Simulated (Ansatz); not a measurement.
BN (F-43m), comparing deformations

Method: DFT PBE, scalar-relativistic, plane waves, PAW in Ansatz 0.2.0. Cutoff 420 eV, Γ-centred 12×12×12 k-points, Gaussian smearing of 0.05 eV. No spin polarisation. Energies are free energies at this smearing, counted from the undisturbed cell; pressure is positive in compression.

Reference structure (as given, not relaxed at this level; it stands at -0.4 GPa):

```
CELL_PARAMETERS angstrom
0.00000 1.81300 1.81300
1.81300 0.00000 1.81300
1.81300 1.81300 0.00000
ATOMIC_POSITIONS crystal
B 0.00000 0.00000 0.00000
N 0.75000 0.75000 0.75000
```

The cell is strained by ε times a Voigt pattern (xx, yy, zz, yz, xz, xy; engineering shear) with fractional coordinates fixed. τ = (1/V0) dE/dε comes from the stress tensor. Of each scan, only the three points used here are listed.

| pattern | ε | τ (GPa) |
| --- | --- | --- |
| (1, 1, 0, 0, 0, 0) | -0.0150 | -28.85 |
| (1, 1, 0, 0, 0, 0) | 0.0000 | 0.82 |
| (1, 1, 0, 0, 0, 0) | 0.0150 | 27.82 |
| (0, 0, 1, 0, 0, 0) | -0.0150 | -11.44 |
| (0, 0, 1, 0, 0, 0) | 0.0000 | 0.41 |
| (0, 0, 1, 0, 0, 0) | 0.0150 | 11.85 |
| (0, 0, 0, 0, 1, 0) | -0.0050 | -2.20 |
| (0, 0, 0, 0, 1, 0) | 0.0000 | 0.00 |
| (0, 0, 0, 0, 1, 0) | 0.0050 | 2.20 |

Question: Which constants do the scans give, and which deformation costs least for the same size of strain tensor?

Answer: The slope dτ/dε at zero (parabola through three points) is pᵀCp: (1, 1, 0, 0, 0, 0) gives 2(C11 + C12) = 1889 GPa; (0, 0, 1, 0, 0, 0) gives C11 = 776 GPa; (0, 0, 0, 0, 1, 0) gives C44 = 441 GPa. The size of the strain tensor, ε:ε, is ε² times 2.0, 1.0, 0.5. Per unit of it the stiffnesses are 944, 776, 882 GPa, so (0, 0, 1, 0, 0, 0) is the softest of these: at ε:ε = (1 %)² the quadratic term costs 1.44 meV/atom against 1.76 for the stiffest. These are clamped-ion values.

Question: What else follows for this cubic crystal?

Answer: From the unrounded slopes C11 = 776.2 and C12 = 168.2 GPa, so B = (C11 + 2 C12)/3 = 371 GPa and the Poisson ratio for a pull along a cube edge is C12/(C11 + C12) = 0.18.

Question: How anisotropic is this cubic crystal?

Answer: Zener's ratio 2 C44/(C11 − C12) = 1.45 with clamped ions; it is 1 for an isotropic solid.

Forces appear on the atoms along this scan, and letting them relax would lower the energy and soften the response.